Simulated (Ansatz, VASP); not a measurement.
# GaN in VASP and in Ansatz

The input INCAR:

```
SYSTEM = GaN
PREC = Accurate ; ENCUT = 520
EDIFF = 1E-6 ; ISMEAR = 0
SIGMA = 0.05 ; LREAL = .False.
LASPH = .True. ; NELM = 60
ALGO = Normal ; ISIF = 2
LWAVE = .False. ; LCHARG = .False.
GGA = PS ; NBANDS = 26
```

KPOINTS

```
Automatic mesh
0
Gamma
  12 12 6
  0 0 0
```

POSCAR

```
GaN
1.0
    3.2780558418      0.0000000000      0.0000000000
   -1.6390279209      2.8388796340      0.0000000000
    0.0000000000      0.0000000000      5.1854260795
Ga N
2 2
Direct
    0.3333333333      0.6666666667      0.9991941071
    0.6666666667      0.3333333333      0.4991941071
    0.3333333333      0.6666666667      0.3758058929
    0.6666666667      0.3333333333      0.8758058929
```

Input for Ansatz:

```yaml
crystal:
  lattice:
    - [3.2780558418, 0.0, 0.0]
    - [-1.6390279209, 2.838879634, 0.0]
    - [0.0, 0.0, 5.1854260795]
  atoms:
    - { symbol: Ga, position: [0.3333333333, 0.6666666667, 0.9991941071] }
    - { symbol: Ga, position: [0.6666666667, 0.3333333333, 0.4991941071] }
    - { symbol: "N", position: [0.3333333333, 0.6666666667, 0.3758058929] }
    - { symbol: "N", position: [0.6666666667, 0.3333333333, 0.8758058929] }
basis:
  ecutwfc: 420
kpoints:
  mp_grid: { grid: [12, 12, 6] }
hamiltonian:
  xc: pbesol
scf:
  occupations: { method: gaussian, width: 0.05 }
output:
  forces: true
  stress: true
  eigenvalues: true
```

Change from the starting cell: strain +0.030 along x and y, +0.000 along z, atoms carried along.

Alike in both runs: task single point; functional PBEsol; k mesh 12 × 12 × 6; occupations gaussian, width 0.05 eV; no spin polarisation.

```csv
,VASP,Ansatz
version,VASP 6.6.1,Ansatz 0.2.0
potentials or method,"VASP PAW PBE potentials, release 64 (Ga_d, N)","scalar-relativistic, plane waves, PAW"
plane-wave cutoff (eV),520,420
valence electrons in the cell,36,36
```

```tsv
	VASP	Ansatz	Ansatz less VASP
gap on the k mesh at the Fermi level (eV)	1.51	1.50	-0.012
least direct gap on the mesh (eV)	1.51	1.50	-0.012
pressure (GPa)	-9.9	-9.6	+0.30
largest component of the traceless stress (GPa)	6.37	6.38	+0.006
rms of the force components (eV/Å)	0.137	0.141	+0.0033
```

Atom by atom the forces differ by 0.003 eV/Å (rms over components).

Caveats: the PAW data sets were made with another functional, which shifts forces and pressure a little (VASP).
